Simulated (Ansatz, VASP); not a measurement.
# B7P in VASP and in Ansatz

The input INCAR:

```
PREC     = Accurate       # precision mode
ENCUT    = 520            # plane-wave cutoff, eV
EDIFF    = 1E-6           # SCF threshold, eV
ISMEAR   = 0              # smearing method
SIGMA    = 0.1            # smearing width, eV
LREAL    = F              # projectors in reciprocal space
LASPH    = T              # aspherical terms in the spheres
NELM     = 100            # most SCF steps
ALGO     = Normal         # electronic algorithm
ISIF     = 2              # what is computed and relaxed
LWAVE    = F              # write WAVECAR
LCHARG   = F              # write CHGCAR
GGA      = PE             # functional
NBANDS   = 23             # bands
```

KPOINTS

```
regular mesh
0
Gamma
  6 6 4
```

POSCAR

```
B7P
1.0
    3.7637882400      0.0000000000      0.0000000000
   -1.8818941200      3.2595362300      0.0000000000
    0.0000000000      0.0000000000      6.0177083800
B P
7 1
Direct
    0.5000000000      0.0000000000      0.0000000000
    0.0000000000      0.5000000000      0.0000000000
    0.5000000000      0.5000000000      0.0000000000
    0.5000000000      0.0000000000      0.5000000000
    0.0000000000      0.5000000000      0.5000000000
    0.5000000000      0.5000000000      0.5000000000
    0.0000000000      0.0000000000      0.5000000000
    0.0000000000      0.0000000000      0.0000000000
```

Input for Ansatz:

```yaml
crystal:
  lattice:
    - [3.76378824, 0.0, 0.0]
    - [-1.88189412, 3.25953623, 0.0]
    - [0.0, 0.0, 6.01770838]
  atoms:
    - { symbol: B, position: [0.5, 0.0, 0.0] }
    - { symbol: B, position: [0.0, 0.5, 0.0] }
    - { symbol: B, position: [0.5, 0.5, 0.0] }
    - { symbol: B, position: [0.5, 0.0, 0.5] }
    - { symbol: B, position: [0.0, 0.5, 0.5] }
    - { symbol: B, position: [0.5, 0.5, 0.5] }
    - { symbol: B, position: [0.0, 0.0, 0.5] }
    - { symbol: P, position: [0.0, 0.0, 0.0] }
basis:
  ecutwfc: 420
kpoints:
  mp_grid: { grid: [6, 6, 4] }
hamiltonian:
  xc: pbe
scf:
  occupations: { method: gaussian, width: 0.1 }
  lower_state_search: "off"
output:
  forces: true
  stress: true
  eigenvalues: true
```

Alike in both runs: task single point; functional PBE; k mesh 6 × 6 × 4; occupations gaussian, width 0.1 eV; no spin polarisation.

|  | VASP | Ansatz |
| --- | --- | --- |
| version | VASP 6.6.1 | Ansatz 0.2.0 |
| potentials or method | VASP PAW PBE potentials, release 64 (B, P) | scalar-relativistic, plane waves, PAW |
| plane-wave cutoff (eV) | 520 | 420 |
| valence electrons in the cell | 26 | 26 |

VASP gave:

```
gap on the k mesh at the Fermi level (eV)       : none
pressure (GPa)                                  : -7.2
largest component of the traceless stress (GPa) : 9.02
```

Q: Which values does Ansatz return?

A: gap on the k mesh at the Fermi level (eV): none; pressure (GPa): -6.9; largest component of the traceless stress (GPa): 8.78.

A gap of «none» marks a metal or a gap that the smearing closes.

Caveats: this functional lacks dispersion, which binds the layers, so the pressure and a relaxed spacing across them are unreliable.
